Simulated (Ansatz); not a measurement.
Here is an Ansatz 0.2.0 calculation.

The input input.yaml:

```yaml
crystal:
  lattice:
    - [0.0, 2.5450727058, 2.5450727058]
    - [2.5450727058, 0.0, 2.5450727058]
    - [2.5450727058, 2.5450727058, 0.0]
  atoms:
    - { symbol: Zr, position: [0.0, 0.0, 0.0] }
    - { symbol: O, position: [0.75, 0.75, 0.75] }
    - { symbol: O, position: [0.25, 0.25, 0.25] }
hamiltonian:
  xc: { exchange: pbe, correlation: pbe, exx: { coeff: 0.25, omega: 0.3 } }
  pseudopotentials: { kind: paw }
kpoints:
  mp_grid: { grid: [5, 5, 5] }
  band_path:
    path:
      - [[0.0, 0.0, 0.0], [0.5, 0.0, 0.5], [0.5, 0.25, 0.75], [0.375, 0.375, 0.75], [0.0, 0.0, 0.0], [0.5, 0.5, 0.5], [0.625, 0.25, 0.625], [0.5, 0.25, 0.75], [0.5, 0.5, 0.5], [0.375, 0.375, 0.75]]
      - [[0.625, 0.25, 0.625], [0.5, 0.0, 0.5]]
    npoints: 4
scf:
  occupations: { method: fermi_dirac, width: 0.05 }
  n_extra_bands: 7
output:
  forces: true
  stress: true
  eigenvalues: true
  fatbands: false
```

Potentials or basis: Ansatz PAW.

Command:

```sh
$ ansatz run input.yaml --threads 2 --pin off --max-ram 5632MiB --backend cpu --events-out ev --progress --plain --runs-dir out
```

**Question.** What does it give for the band gap on the k mesh?

**Answer.** 4.93 eV, indirect (least direct gap 5.31 eV).

**Question.** Estimate the pressure.

**Answer.** -2.8 GPa.

**Question.** Estimate the band gap along the path.

**Answer.** 4.73 eV, indirect (least direct gap 5.11 eV).

Levels at the corners of the path, in eV from the valence-band top:
| point | band 9 | band 10 | band 11 | band 12 | band 13 | band 14 | band 15 | band 16 |
| --- | --- | --- | --- | --- | --- | --- | --- | --- |
| Γ | -5.60 | -0.58 | -0.58 | -0.58 | 4.73 | 4.73 | 7.88 | 11.04 |
| X | -3.42 | -1.58 | -1.58 | 0.00 | 5.11 | 6.25 | 7.25 | 8.75 |
| W | -2.56 | -2.56 | -1.43 | -0.22 | 5.81 | 6.06 | 7.71 | 7.71 |
| K | -3.31 | -2.33 | -1.29 | -0.35 | 5.36 | 6.23 | 7.59 | 8.14 |
| Γ | -5.60 | -0.58 | -0.58 | -0.58 | 4.73 | 4.73 | 7.88 | 11.04 |
| L | -2.72 | -2.68 | -1.79 | -1.79 | 5.40 | 5.40 | 7.52 | 10.06 |
| U | -3.31 | -2.33 | -1.29 | -0.35 | 5.36 | 6.23 | 7.59 | 8.14 |
| W | -2.56 | -2.56 | -1.43 | -0.22 | 5.81 | 6.06 | 7.71 | 7.71 |
| L | -2.72 | -2.68 | -1.79 | -1.79 | 5.40 | 5.40 | 7.52 | 10.06 |
| K | -3.31 | -2.33 | -1.29 | -0.35 | 5.36 | 6.23 | 7.59 | 8.14 |
| U | -3.31 | -2.33 | -1.29 | -0.35 | 5.36 | 6.23 | 7.59 | 8.14 |
| X | -3.42 | -1.58 | -1.58 | 0.00 | 5.11 | 6.25 | 7.25 | 8.75 |

Caveat: the k mesh is coarse (spacing up to 0.43 Å⁻¹), so the values aren't converged, least of all with exact exchange; the k mesh misses the band edges, so the gap on the mesh is wider than the one along the path; the pressure holds a Pulay correction of +0.5 GPa for the finite cutoff; the PAW data sets come from PBE, with cores solved anew for the run's functional, which leaves a small shift of forces and pressure; the thresholds are loose for stress.
